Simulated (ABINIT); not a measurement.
# CuAu (P4/mmm) in ABINIT: convergence with cutoff

Aim: find how far cutoff must go before the results for CuAu settle, at LDA. This setting moves, with any that are tied to it; all else stays.

Program: ABINIT 10.8.3 (patched build). These are calculated values, not measurements. Logs are shortened: lines on timing, memory, paths and dates and some standing lists are left out, and cuts for length are marked. The log counts tension as positive stress, the text compression.

### Step 1. The crystal as given

It takes space group P4/mmm (No. 123, tetragonal). Conventional cell: a = 2.811 Å, b = 2.811 Å, c = 3.685 Å, α = 90.00°, β = 90.00°, γ = 90.00°. Au (site symmetry 4/mmm) has 8 Cu at 2.71 Å and 4 Au at 2.81 Å as nearest neighbours. Cu (site symmetry 4/mmm) is surrounded by 8 Au at 2.71 Å and 4 Cu at 2.81 Å.

### Step 2. With cutoff 6 Ha

File run.abi:

```
pp_dirpath "./"
pseudos "Au.hgh, Cu.hgh"

acell 5.3115466753 5.3115466753 6.9636407692
rprim
     1.0000000000     0.0000000000     0.0000000000
     0.0000000000     1.0000000000     0.0000000000
     0.0000000000     0.0000000000     1.0000000000
ntypat 2
znucl 79 29
natom 2
typat 1 2
xred
     0.0000000000     0.0000000000     0.0000000000
     0.5000000000     0.5000000000     0.5000000000

ecut 6.0

kptopt 1
ngkpt 9 9 7
nshiftk 1
shiftk 0.0 0.0 0.0

ixc 7

nband 5
occopt 7
tsmear 0.05 eV

nstep 100
tolvrs 1.0e-10

iomode 3
prtwf 0
prtden 0
prteig 0
prtebands 0
enunit 2
```

Potentials or basis: HGH LDA.

Command:

```sh
> abinit run.abi > log 2>&1
```

run.abo:

```text
.Version 10.8.3 of ABINIT
 Symmetries : space group P4/m m m (#123); Bravais tP (primitive tetrag.)
================================================================================
 Values of the parameters that define the memory need of the present run
     intxc =       0    ionmov =       0      iscf =       7    lmnmax =       6
     lnmax =       6     mgfft =      16  mpssoang =       3    mqgrid =    3001
     natom =       2  nloc_mem =       1    nspden =       1   nspinor =       1
    nsppol =       1      nsym =      16    n1xccc =       0    ntypat =       2
    occopt =       7   xclevel =       1
       mpw =         144          nfft =        2304          nkpt =          60
================================================================================
================================================================================

--------------------------------------------------------------------------------
------------- Echo of variables that govern the present computation ------------
--------------------------------------------------------------------------------
 -outvars: echo values of preprocessed input variables --------
            acell      5.3115466753E+00  5.3115466753E+00  6.9636407692E+00 Bohr
              amu      1.96966540E+02  6.35460000E+01
             ecut      6.00000000E+00 Hartree
           enunit           2
                       outvar_i_n : Printing only first  50 k-points.
              ixc           7
                       outvar_i_n : Printing only first  50 k-points.
         kptrlatt        9    0    0      0    9    0      0    0    7
          kptrlen      4.78039201E+01
            natom           2
            nband           5
            ngfft          12      12      16
             nkpt          60
            nstep         100
             nsym          16
           ntypat           2
                       prtocc : prtvol=0, do not print more k-points.
           occopt           7
           prtden           0
        prtebands           0
[... 150 lines left out ...]
              =  2.810749453310  2.810749453310  3.684999997476 angstroms
 Fermi (or HOMO) energy (hartree) =  -0.02913   Average Vxc (hartree)=  -0.25347
 Eigenvalues (hartree) for nkpt=  60  k points:
 kpt#   1, nband=  5, wtk=  0.00176, kpt=  0.0000  0.0000  0.0000 (reduced coord)
  -0.29535    0.19823    0.27294    0.49823    0.54325
      occupation numbers for kpt#   1
   2.00000    0.00000    0.00000    0.00000    0.00000
 prteigrs : prtvol=0 or 1, do not print more k-points.

 Fermi (or HOMO) energy (eV) =  -0.79280   Average Vxc (eV)=  -6.89714
 Eigenvalues (   eV  ) for nkpt=  60  k points:
 kpt#   1, nband=  5, wtk=  0.00176, kpt=  0.0000  0.0000  0.0000 (reduced coord)
  -8.03676    5.39401    7.42699   13.55752   14.78250
 prteigrs : prtvol=0 or 1, do not print more k-points.

--- !EnergyTerms
iteration_state     : {dtset: 1, }
comment             : Components of total free energy in Hartree
kinetic             :  3.80051812747328E-01
hartree             :  3.80985844342649E-03
xc                  : -4.02760083514794E-01
Ewald energy        : -6.25942214707315E-01
psp_core            : -2.62234659715810E-01
local_psp           :  2.24153690676397E-01
non_local_psp       : -3.93413545468719E-01
internal            : -1.07633514153949E+00
'-kT*entropy'       : -4.39143523751224E-05
total_energy        : -1.07637905589186E+00
total_energy_eV     : -2.92897662369578E+01
band_energy         : -3.05603731669334E-01
...

 Cartesian components of stress tensor (hartree/bohr^3)
  sigma(1 1)=  2.30844964E-03  sigma(3 2)=  0.00000000E+00
  sigma(2 2)=  2.30844964E-03  sigma(3 1)=  0.00000000E+00
  sigma(3 3)=  2.20605042E-03  sigma(2 1)=  0.00000000E+00

-Cartesian components of stress tensor (GPa)         [Pressure= -6.6913E+01 GPa]
- sigma(1 1)=  6.79169332E+01  sigma(3 2)=  0.00000000E+00
- sigma(2 2)=  6.79169332E+01  sigma(3 1)=  0.00000000E+00
- sigma(3 3)=  6.49042443E+01  sigma(2 1)=  0.00000000E+00

== END DATASET(S) ==============================================================
================================================================================

 -outvars: echo values of variables after computation  --------
            acell      5.3115466753E+00  5.3115466753E+00  6.9636407692E+00 Bohr
           etotal     -1.0763790559E+00
            fcart     -0.0000000000E+00 -0.0000000000E+00 -0.0000000000E+00
                      -0.0000000000E+00 -0.0000000000E+00 -0.0000000000E+00
           strten      2.3084496398E-03  2.3084496398E-03  2.2060504240E-03
                       0.0000000000E+00  0.0000000000E+00  0.0000000000E+00
           xangst      0.0000000000E+00  0.0000000000E+00  0.0000000000E+00
                       1.4053747267E+00  1.4053747267E+00  1.8424999987E+00
             xred      0.0000000000E+00  0.0000000000E+00  0.0000000000E+00
                       5.0000000000E-01  5.0000000000E-01  5.0000000000E-01
 Calculation completed.
```

It took 1 s on 1 thread of Arm Neoverse V1, shared host; peak memory 0.06 GiB.

What came out:

| Quantity | Value |
| --- | --- |
| Free energy | -29.2898 eV |
| Band gap on the k mesh | none (metal or under the smearing width) |
| Valence electrons inside the program's atomic spheres | Au 0.23; Cu 0.27 |

### Step 3. With cutoff 7.5 Ha

Edit run.abi of step 2 so:

```diff
@@ -16,3 +16,3 @@
 
-ecut 6.0
+ecut 7.5
```

Potentials or basis: HGH LDA.

Command:

```sh
> abinit run.abi > log 2>&1
```

Wall time 1.4 s (1 thread of Arm Neoverse V1, shared host); peak memory 0.06 GiB.

It converged, with:

```
Free energy                                           : -29.3101 eV
Band gap on the k mesh                                : none (metal or under the smearing width)
Valence electrons inside the program's atomic spheres : Au 0.24; Cu 0.27
```

### Step 4. With cutoff 9 Ha

Edit run.abi of step 3 so:

```diff
@@ -16,3 +16,3 @@
 
-ecut 7.5
+ecut 9.0
```

Command:

```sh
> abinit run.abi > log 2>&1
```

Wall time 1.7 s (1 thread of Arm Neoverse V1, shared host); peak memory 0.06 GiB.

The run converged. Its results:

| Item | Value |
| --- | --- |
| Free energy | -29.3188 eV |
| Band gap on the k mesh | none (metal or under the smearing width) |
| Valence electrons inside the program's atomic spheres | Au 0.23; Cu 0.27 |

### Step 5. With cutoff 10.5 Ha

Edit run.abi of step 4 so:

```diff
@@ -16,3 +16,3 @@
 
-ecut 9.0
+ecut 10.5
```

Command:

```sh
> abinit run.abi > log 2>&1
```

Run time: 2 s. Hardware: 1 thread of Arm Neoverse V1, shared host; peak memory 0.06 GiB.

It converged, with:

* Free energy: -29.3212 eV
* Band gap on the k mesh: none (metal or under the smearing width)
* Valence electrons inside the program's atomic spheres: Au 0.23; Cu 0.26

### Step 6. With cutoff 13 Ha

Edit run.abi of step 5 so:

```diff
@@ -16,3 +16,3 @@
 
-ecut 10.5
+ecut 13.0
```

Potentials or basis: HGH LDA.

Command:

```sh
> abinit run.abi > log 2>&1
```

Wall time 2.7 s (1 thread of Arm Neoverse V1, shared host); peak memory 0.06 GiB.

The run converged. Its results:

| Property | Result |
| --- | --- |
| Free energy | -29.3220 eV |
| Band gap on the k mesh | none (metal or under the smearing width) |
| Valence electrons inside the program's atomic spheres | Au 0.24; Cu 0.27 |

### Step 7. With cutoff 15 Ha

Edit run.abi of step 6 so:

```diff
@@ -16,3 +16,3 @@
 
-ecut 13.0
+ecut 15.0
```

Command:

```sh
> abinit run.abi > log 2>&1
```

Run time: 3.2 s. Hardware: 1 thread of Arm Neoverse V1, shared host; peak memory 0.06 GiB.

It converged, with:

```
Free energy                                           : -29.3221 eV
Pressure                                              : -66.5 GPa
Band gap on the k mesh                                : none (metal or under the smearing width)
Valence electrons inside the program's atomic spheres : Au 0.23; Cu 0.27
```

### Step 8. With cutoff 17 Ha

Edit run.abi of step 7 so:

```diff
@@ -16,3 +16,3 @@
 
-ecut 15.0
+ecut 17.0
```

Command:

```sh
> abinit run.abi > log 2>&1
```

Wall time 3.5 s (1 thread of Arm Neoverse V1, shared host); peak memory 0.06 GiB.

It converged, with:

- Free energy: -29.3221 eV
- Pressure: -66.5 GPa
- Band gap on the k mesh: none (metal or under the smearing width)
- Valence electrons inside the program's atomic spheres: Au 0.23; Cu 0.27

### Step 9. With cutoff 20 Ha

Edit run.abi of step 8 so:

```diff
@@ -16,3 +16,3 @@
 
-ecut 17.0
+ecut 20.0
```

Potentials or basis: HGH LDA.

Command:

```sh
> abinit run.abi > log 2>&1
```

Run time: 5.2 s. Hardware: 1 thread of Arm Neoverse V1, shared host; peak memory 0.06 GiB.

It converged, with:

- Free energy: -29.3222 eV
- Pressure: -66.5 GPa
- Band gap on the k mesh: none (metal or under the smearing width)
- Valence electrons inside the program's atomic spheres: Au 0.23; Cu 0.27

### Step 10. With cutoff 24 Ha

Edit run.abi of step 9 so:

```diff
@@ -16,3 +16,3 @@
 
-ecut 20.0
+ecut 24.0
```

Command:

```sh
> abinit run.abi > log 2>&1
```

It took 6.1 s on 1 thread of Arm Neoverse V1, shared host; peak memory 0.06 GiB.

It converged, with:

```yaml
Free_energy: -29.3222 eV
Pressure: -66.5 GPa
Band_gap_on_the_k_mesh: none (metal or under the smearing width)
Valence_electrons_inside_the_program's_atomic_spheres: Au 0.23; Cu 0.27
```

### Step 11. Summary

```tsv
cutoff	energy less the tightest run, at zero smearing (meV/atom)	SCF cycles	CPU time (s)	peak memory (GiB)
6 Ha	16.23	8	1	0.06
7.5 Ha	6.09	8	1.4	0.06
9 Ha	1.73	8	1.7	0.06
10.5 Ha	0.52	8	2	0.06
13 Ha	0.12	8	2.7	0.06
15 Ha	0.08	8	3.2	0.06
17 Ha	0.06	8	3.5	0.06
20 Ha	0.03	8	5.2	0.06
24 Ha	0.00	8	6.1	0.06
```

Against the tightest run, the energy stays within 1 meV/atom from 10.5 Ha on. The tightest run that finished is the yardstick and may itself not be fully converged.

Caveats: a pressure of tens of GPa on the cell as given is suspect, and the run, the potentials or the cell itself is likely at fault; HGH potentials are hard and often keep d shells in the core, so these values are rough.
